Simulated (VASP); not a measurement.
# COH2 in VASP: further runs

The runs below take COH2 through single point, with PBE+D3(BJ), HSE06+D3(BJ).

Program: VASP 6.6.1. These are calculated values, not measurements. Logs are shortened: lines on timing, memory, paths and dates and some standing lists are left out, and cuts for length are marked.

**1. The structure**

The cell holds a molecule in a box, 4 atoms: a = 12.495 Å, b = 12.995 Å, c = 13.495 Å, α = 90.00°, β = 90.00°, γ = 90.00°.

**2. Single point, PBE+D3(BJ)**

The input, INCAR:

```
PREC     = Accurate       # precision mode
ENCUT    = 520            # plane-wave cutoff, eV
EDIFF    = 1E-7           # SCF threshold, eV
ISMEAR   = 0              # smearing method
SIGMA    = 0.01           # smearing width, eV
LREAL    = False          # projectors in reciprocal space
LASPH    = True           # aspherical terms in the spheres
NELM     = 100            # most SCF steps
ALGO     = Normal         # electronic algorithm
ISIF     = 2              # what is computed and relaxed
LWAVE    = False          # write WAVECAR
LCHARG   = False          # write CHGCAR
GGA      = PE             # functional
IVDW     = 12             # dispersion correction
NBANDS   = 14             # bands
ISYM     = 0
```

The input, KPOINTS:

```
regular mesh
0
Gamma
  1 1 1
```

The input, POSCAR:

```
H2CO                                    
1.0
   12.4947659882      0.0000000000      0.0000000000
    0.0000000000     12.9947659882      0.0000000000
    0.0000000000      0.0000000000     13.4947659882
  C               O               H             
     1     1     2
Selective dynamics
Direct
     0.5000190503999988    0.5037871195999983    0.5000098304999980   F   F   F
     0.5280834451117153    0.4155268171665636    0.5141175711107232   T   T   T
     0.5509629685625361    0.5707094188210559    0.5219025625498975   T   T   T
     0.4217435266881632    0.5227968060249758    0.4643869069497455   T   T   T
```

Potentials or basis: VASP PAW PBE potentials, release 64 (C, O, H).

Run with:

```sh
$ cat potpaw_PBE.64/C/POTCAR potpaw_PBE.64/O/POTCAR potpaw_PBE.64/H/POTCAR > POTCAR
$ mpirun -np 4 vasp_gam > vasp.out
```

OUTCAR:

```text
PREC = Accurate
   ENCUT = 520
   EDIFF = 1E-7
   ISMEAR = 0
   LREAL = False
   LASPH = True
   NELM = 100
   ISIF = 2
   GGA = PE
   IVDW = 12
   ISYM = 0
 IVDW          = 12

 ion  position               nearest neighbor table
   1  0.500  0.504  0.500-   4 1.12   3 1.12   2 1.21
   2  0.528  0.416  0.514-   1 1.21
   3  0.551  0.571  0.522-   1 1.12
   4  0.422  0.523  0.464-   1 1.12

IMPORTANT INFORMATION: All symmetrisations will be switched off!
NOSYMM: (Re-)initialisation of all symmetry stuff for point group C_1.

----------------------------------------------------------------------------------------

                                     Primitive cell

  volume of cell :    2191.0987

  direct lattice vectors                    reciprocal lattice vectors
    12.494765988  0.000000000  0.000000000     0.080033512  0.000000000  0.000000000
     0.000000000 12.994765988  0.000000000     0.000000000  0.076954060  0.000000000
     0.000000000  0.000000000 13.494765988     0.000000000  0.000000000  0.074102804

  length of vectors
    12.494765988 12.994765988 13.494765988     0.080033512  0.076954060  0.074102804

  position of ions in fractional coordinates (direct lattice)
     0.500019050  0.503787120  0.500009830
     0.528083445  0.415526817  0.514117571
     0.550962969  0.570709419  0.521902563
     0.421743527  0.522796806  0.464386907

  ion indices of the primitive-cell ions
   primitive index   ion index
                 1           1
                 2           2
                 3           3
                 4           4

----------------------------------------------------------------------------------------

 KPOINTS: regular mesh

Automatic generation of k-mesh.
 Grid dimensions read from file:
 generate k-points for:    1    1    1

 Generating k-lattice:

  Cartesian coordinates                     Fractional coordinates (reciprocal lattice)
     0.080033512  0.000000000  0.000000000     1.000000000  0.000000000  0.000000000
     0.000000000  0.076954060  0.000000000     0.000000000  1.000000000  0.000000000
     0.000000000  0.000000000  0.074102804     0.000000000  0.000000000  1.000000000

  Length of vectors
     0.080033512  0.076954060  0.074102804

  Shift w.r.t. Gamma in fractional coordinates (k-lattice)
     0.000000000  0.000000000  0.000000000

 Subroutine IBZKPT returns following result:
 ===========================================

 Found      1 irreducible k-points:

 Following reciprocal coordinates:
            Coordinates               Weight
  0.000000  0.000000  0.000000      1.000000
   k-points           NKPTS =      1   k-points in BZ     NKDIM =      1   number of bands    NBANDS=     16
   number of dos      NEDOS =    301   number of ions     NIONS =      4
   total plane-waves  NPLWV = 940800
   dimension x,y,z NGX =    96 NGY =   98 NGZ =  100
   dimension x,y,z NGXF=   192 NGYF=  196 NGZF=  200
   ions per type =               1   1   2
   NGX,Y,Z   is equivalent  to a cutoff of  12.77, 12.54, 12.32 a.u.
   NGXF,Y,Z  is equivalent  to a cutoff of  25.55, 25.07, 24.64 a.u.
 SYSTEM =  unknown system
   PREC   = accura    normal or accurate (medium, high low for compatibility)
   ISTART =      0    job   : 0-new  1-cont  2-samecut
   ICHARG =      2    charge: 1-file 2-atom 10-const
   ISPIN  =      1    spin polarized calculation?
   LNONCOLLINEAR =      F non collinear calculations
   LSORBIT =      F    spin-orbit coupling
   LASPH  =      T    aspherical Exc in radial PAW
   ENCUT  =  520.0 eV  38.22 Ry    6.18 a.u.  23.23 24.16 25.09*2*pi/ulx,y,z
   NELM   =    100;   NELMIN=  2; NELMDL= -5     # of ELM steps
   EDIFF  = 0.1E-06   stopping-criterion for ELM
   LREAL  =      F    real-space projection
   EDIFFG = 0.1E-05   stopping-criterion for IOM
   NSW    =      0    number of steps for IOM
   IBRION =     -1    ionic relax: 0-MD 1-quasi-New 2-CG
   NFREE  =      0    steps in history (QN), initial steepest desc. (CG)
   ISIF   =      2    stress and relaxation
   ISYM   =      0    0-nonsym 1-usesym 2-fastsym
   POTIM  = 0.5000    time-step for ionic-motion
   TEBEG  =    0.0;   TEEND  =   0.0 temperature during run
   PSTRESS=    0.0 pullay stress
   NELECT =      12.0000    total number of electrons
   NUPDOWN=      -1.0000    fix difference up-down
   EMIN   =  10.00;   EMAX   =-10.00  energy-range for DOS
   EFERMI =   0.00;   METHOD = LEGACY
   ISMEAR =     0;   SIGMA  =   0.01  broadening in eV -4-tet -1-fermi 0-gaus
   EFERMI_NEDOS =   21; number of points for ismear=-14 and -15
   IALGO  =     38    algorithm
   IMIX   =      4    mixing-type and parameters
     AMIX     =   0.40;   BMIX     =  1.00
     AMIX_MAG =   1.60;   BMIX_MAG =  1.00
  volume/ion in A,a.u.               =     547.77      3696.57
  Fermi-wavevector in a.u.,A,eV,Ry     =   0.288568  0.545314  1.132976  0.083271
  Thomas-Fermi vector in A             =   1.145455
   LORBIT       =      0    0 simple, 1 ext, 2 COOP (PROOUT), +10 PAW based schemes
   GGA     = PE    functional components
   LHFCALC =     F    Hartree Fock is set to
   AEXX    =    0.0000 exact exchange contribution
   IVDW    =    12    specifies the selected vdW correction
   LEPSILON=     F    determine dielectric tensor
   LRPA    =     F    only Hartree local field effects (RPA)
 non-spin polarized calculation
 Gauss-broadening in eV      SIGMA  =   0.01
  energy-cutoff  :      520.00
  volume of cell :     2191.10
 maximum number of plane-waves:     29509
 NGX is ok and might be reduce to    96
   NGX = 47   NGY = 49   NGZ = 51

 number of electron      11.9999998 magnetization

 Free energy of the ion-electron system (eV)
  ---------------------------------------------------
  ext. energy  EPLUGINS =         0.00000000
  ---------------------------------------------------
  free energy    TOTEN  =       -22.14468406 eV

  energy without entropy =      -22.14468406  energy(sigma->0) =      -22.14468406

 E-fermi :  -6.1150     XC(G=0):  -0.3520

 val. band max:       -6.1963229183   @ k =   0.0000   0.0000   0.0000
 cond. band min:      -2.6770820975   @ k =   0.0000   0.0000   0.0000
 fundamental gap:      3.5192408208
 Fermi energy:        -6.1150013059

 k-point     1 :       0.0000    0.0000    0.0000
  band No.  band energies     occupation
      1     -26.5951      2.00000
      2     -15.6367      2.00000
      3     -12.0400      2.00000
      4     -10.8471      2.00000
      5      -9.9724      2.00000
      6      -6.1963      2.00000
[... 8 lines left out ...]
     15       1.2854      0.00000
     16       1.3864      0.00000

------------------------ aborting loop because EDIFF is reached ----------------------------------------

 Edisp (eV)   -0.02981

 E8    (eV) :    -0.0081

  FORCE on cell =-STRESS in cart. coord.  units (eV):
  Direction    XX          YY          ZZ          XY          YZ          ZX
  --------------------------------------------------------------------------------------
  -------------------------------------------------------------------------------------
  Total      -0.08577    -0.08980    -0.06571    -0.00702    -0.00285    -0.01271
  in kB      -0.06272    -0.06566    -0.04805    -0.00513    -0.00208    -0.00930
  external pressure =       -0.06 kB  Pullay stress =        0.00 kB

 VOLUME and BASIS-vectors are now :
 -----------------------------------------------------------------------------
  energy-cutoff  :      520.00
  volume of cell :     2191.10
      direct lattice vectors                 reciprocal lattice vectors
    12.494765988  0.000000000  0.000000000     0.080033512  0.000000000  0.000000000
     0.000000000 12.994765988  0.000000000     0.000000000  0.076954060  0.000000000
     0.000000000  0.000000000 13.494765988     0.000000000  0.000000000  0.074102804

 POSITION                                       TOTAL-FORCE (eV/Angst)
 -----------------------------------------------------------------------------------
      6.24762      6.54660      6.74752        -0.010072      0.032837     -0.004677
      6.59828      5.39967      6.93790         0.002370     -0.006097      0.000302
      6.88415      7.41624      7.04295        -0.008772     -0.018632     -0.003845
      5.26959      6.79362      6.26679         0.016475     -0.008109      0.008220
 -----------------------------------------------------------------------------------
    total drift:                               -0.000067     -0.000443     -0.000745

  FREE ENERGIE OF THE ION-ELECTRON SYSTEM (eV)
  ---------------------------------------------------
  free  energy   TOTEN  =       -22.1744896862 eV

  energy  without entropy=      -22.1744896862  energy(sigma->0) =      -22.17448969
```

It took 36 s on 4 MPI ranks of AMD EPYC 9R45 (Zen 5), shared host; peak memory 0.54 GiB.

Results:

| Quantity | Value |
| --- | --- |
| Free energy | -22.1745 eV |
| Largest force | 0.035 eV/Å |
| Gap between the frontier levels | 3.52 eV |
| Dispersion energy per atom | -0.007 eV |

Forces in eV/Å, atoms in the order of the input:
```
C   -0.010  0.033 -0.005
O    0.002 -0.006  0.000
H   -0.009 -0.019 -0.004
H    0.016 -0.008  0.008
```

Levels at points of the mesh, in eV from the valence-band top:
```tsv
k point	band 2	band 3	band 4	band 5	band 6	band 7	band 8	band 9	band 10	band 11
(0.00, 0.00, 0.00)	-9.44	-5.84	-4.65	-3.78	0.00	3.52	5.75	6.51	6.67	6.78
```

Caveat: the standard files for N, O and F lose accuracy on very short bonds. Expect the measured gap to be larger: semilocal functionals such as PBE lack the derivative discontinuity.

**3. Single point, PBE+D3(BJ)**

Edit INCAR of step 2 so:

```diff
@@ -1,3 +1,3 @@
 PREC     = Accurate       # precision mode
-ENCUT    = 520            # plane-wave cutoff, eV
+ENCUT    = 250            # plane-wave cutoff, eV
 EDIFF    = 1E-7           # SCF threshold, eV
```

KPOINTS is that of step 2.

POSCAR is that of step 2.

Potentials or basis: VASP PAW PBE potentials, release 64 (C, O, H).

Run with:

```sh
$ cat potpaw_PBE.64/C/POTCAR potpaw_PBE.64/O/POTCAR potpaw_PBE.64/H/POTCAR > POTCAR
$ mpirun -np 4 vasp_gam > vasp.out
```

OUTCAR:

```text
PREC = Accurate
   ENCUT = 250
   EDIFF = 1E-7
   ISMEAR = 0
   LREAL = False
   LASPH = True
   NELM = 100
   ISIF = 2
   GGA = PE
   IVDW = 12
   ISYM = 0
 IVDW          = 12

 ion  position               nearest neighbor table
   1  0.500  0.504  0.500-   4 1.12   3 1.12   2 1.21
   2  0.528  0.416  0.514-   1 1.21
   3  0.551  0.571  0.522-   1 1.12
   4  0.422  0.523  0.464-   1 1.12

IMPORTANT INFORMATION: All symmetrisations will be switched off!
[... 155 lines left out ...]
 E8    (eV) :    -0.0081

  FORCE on cell =-STRESS in cart. coord.  units (eV):
  Direction    XX          YY          ZZ          XY          YZ          ZX
  --------------------------------------------------------------------------------------
  -------------------------------------------------------------------------------------
  Total     -13.86824   -13.67892   -12.32473    -0.24368    -0.09308    -0.93823
  in kB     -10.14075   -10.00231    -9.01210    -0.17818    -0.06807    -0.68606
  external pressure =       -9.72 kB  Pullay stress =        0.00 kB

 VOLUME and BASIS-vectors are now :
 -----------------------------------------------------------------------------
  energy-cutoff  :      250.00
  volume of cell :     2191.10
      direct lattice vectors                 reciprocal lattice vectors
    12.494765988  0.000000000  0.000000000     0.080033512  0.000000000  0.000000000
     0.000000000 12.994765988  0.000000000     0.000000000  0.076954060  0.000000000
     0.000000000  0.000000000 13.494765988     0.000000000  0.000000000  0.074102804

 POSITION                                       TOTAL-FORCE (eV/Angst)
 -----------------------------------------------------------------------------------
      6.24762      6.54660      6.74752         0.202836     -0.683999      0.146160
      6.59828      5.39967      6.93790        -0.137213      0.455252     -0.106963
      6.88415      7.41624      7.04295         0.156560      0.189109      0.072110
      5.26959      6.79362      6.26679        -0.222183      0.039637     -0.111306
 -----------------------------------------------------------------------------------
    total drift:                                0.001206      0.003700     -0.000160

  FREE ENERGIE OF THE ION-ELECTRON SYSTEM (eV)
  ---------------------------------------------------
  free  energy   TOTEN  =       -22.1827029745 eV

  energy  without entropy=      -22.1827029745  energy(sigma->0) =      -22.18270297
```

stdout:

```text
POSCAR found type information on POSCAR C O H
 POSCAR found :  3 types and       4 ions
 scaLAPACK will be used
 LDA part: xc-table for (Slater+PW92), standard interpolation
 -----------------------------------------------------------------------------
|                                                                             |
|           W    W    AA    RRRRR   N    N  II  N    N   GGGG   !!!           |
|           W    W   A  A   R    R  NN   N  II  NN   N  G    G  !!!           |
|           W    W  A    A  R    R  N N  N  II  N N  N  G       !!!           |
|           W WW W  AAAAAA  RRRRR   N  N N  II  N  N N  G  GGG   !            |
|           WW  WW  A    A  R   R   N   NN  II  N   NN  G    G                |
|           W    W  A    A  R    R  N    N  II  N    N   GGGG   !!!           |
|                                                                             |
|     The number of bands has been changed from the values supplied in        |
|     The orbitals not found in the WAVECAR file will be initialized with     |
|     random numbers, which is usually adequate. For correlated               |
|     calculations, however, you should redo the groundstate calculation.     |
|     I found NBANDS = 14. Now, NBANDS = 16.                                  |
|                                                                             |
 -----------------------------------------------------------------------------

 POSCAR, INCAR and KPOINTS ok, starting setup
 FFT: planning ... GRIDC
 FFT: planning ... GRID_SOFT
 FFT: planning ... GRID
 WAVECAR not read
 entering main loop
```

Wall time 9.6 s (4 MPI ranks of AMD EPYC 9R45 (Zen 5), shared host); peak memory 0.25 GiB.

The run converged, but a check on its numbers failed (symmetry, net force, bounds or a known fault of this set-up), so they aren't taken as properties of the molecule.

Caveat: the cutoff lies under the usual one of these potentials, so the numbers hold a large basis-set error; the standard files for N, O and F lose accuracy on very short bonds.

**4. Single point, HSE06+D3(BJ)**

POSCAR is that of step 3.

The input, INCAR.step1:

```
PREC     = Accurate       # precision mode
ENCUT    = 400            # plane-wave cutoff, eV
EDIFF    = 1E-5           # SCF threshold, eV
ISMEAR   = 0              # smearing method
SIGMA    = 0.01           # smearing width, eV
LREAL    = False          # projectors in reciprocal space
LASPH    = True           # aspherical terms in the spheres
NELM     = 100            # most SCF steps
ALGO     = Normal         # electronic algorithm
ISIF     = 2              # what is computed and relaxed
LWAVE    = True           # write WAVECAR
LCHARG   = False          # write CHGCAR
NBANDS   = 14             # bands
ISYM     = 0            
TIME     = 0.4          
GGA      = PE             # functional
```

The input, INCAR.step2:

```
PREC     = Accurate       # precision mode
ENCUT    = 400            # plane-wave cutoff, eV
EDIFF    = 1E-7           # SCF threshold, eV
ISMEAR   = 0              # smearing method
SIGMA    = 0.01           # smearing width, eV
LREAL    = False          # projectors in reciprocal space
LASPH    = True           # aspherical terms in the spheres
NELM     = 100            # most SCF steps
ALGO     = Damped         # electronic algorithm
ISIF     = 2              # what is computed and relaxed
LWAVE    = False          # write WAVECAR
LCHARG   = False          # write CHGCAR
GGA      = PE             # functional
LHFCALC  = True           # exact exchange
HFSCREEN = 0.2            # screening, 1/A
PRECFOCK = Fast         
IVDW     = 12             # dispersion correction
VDW_S6   = 1.0          
VDW_S8   = 2.31         
VDW_A1   = 0.383        
VDW_A2   = 5.685        
NBANDS   = 14             # bands
ISYM     = 0            
TIME     = 0.4          
ISTART   = 1
```

KPOINTS is that of step 3.

Run with:

```sh
$ cat potpaw_PBE.64/C/POTCAR potpaw_PBE.64/O/POTCAR potpaw_PBE.64/H/POTCAR > POTCAR
$ cp INCAR.step1 INCAR
$ mpirun -np 4 vasp_gam > vasp.out
$ cp INCAR.step2 INCAR
$ mpirun -np 4 vasp_gam > vasp.out
```

It took 51 s on 4 MPI ranks of AMD EPYC 9R45 (Zen 5), shared host; peak memory 0.59 GiB.

The run converged. Its results:

```yaml
Free_energy: -26.6964 eV
Largest_force: 1.047 eV/Å
Gap_between_the_frontier_levels: 5.60 eV
Dispersion_energy_per_atom: -0.004 eV
```

Forces on the atoms (eV/Å):
```
C    0.182 -0.602  0.104
O   -0.303  0.991 -0.146
H   -0.186 -0.282 -0.075
H    0.307 -0.108  0.117
```

Levels at points of the mesh, in eV from the valence-band top:
```csv
k point,band 4,band 5,band 6,band 7,band 8,band 9
"(0.00, 0.00, 0.00)",-4.92,-3.52,0.00,5.60,7.12,7.83
```

Caveat: the cutoff is under 1.25 times the usual one of these potentials, so pressure, stress and relaxed cells hold a basis-set (Pulay) error; the standard files for N, O and F lose accuracy on very short bonds; the PAW data sets were made with another functional, which shifts forces and pressure a little.
